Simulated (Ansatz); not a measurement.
Li2Se (Fm-3m) from a database structure, relaxed with r2SCAN: the symmetry is Fm-3m (No. 225, cubic); conventional cell a = 5.987 Å, 17.88 Å³ an atom. Li is surrounded by 4 Se at 2.59 Å; Se is surrounded by 8 Li at 2.59 Å. One-shot G0W0@PBE in Ansatz 0.2.0 on a 6×6×6 mesh (contour deformation, no spin-orbit coupling), from a PBE gap of 2.974 eV over the mesh points (the G0W0 gap is indirect on the mesh); the number N of bands summed and the screening cutoff rise together. Calculated for a static, non-magnetic cell.

```
  N  cutoff (eV)  1000/N  G0W0 gap (eV)
171          120   5.848          4.395
408          220   2.451          4.532
```

**Question.** Lay a straight line in 1000/N through these rows.

**Answer.** The slope is -0.0403 eV per unit of 1000/N and the intercept 4.631 eV.

**Question.** Predict the gap at N = 741 (300 eV).

**Answer.** 4.631 + (-0.0403) × 1.350 = 4.577 eV; the run gives 4.573 eV, -0.004 eV from the line.

**Question.** With that run's result added, what limit do the last two rows suggest?

**Answer.** Their slope is (4.573 − 4.532)/(1.350 − 2.451) = -0.0372, which meets 1/N = 0 at 4.62 eV, against 4.631 eV from the first line. The two lines nearly agree; the k mesh isn't extrapolated.

The runs are scalar-relativistic, without spin-orbit coupling.
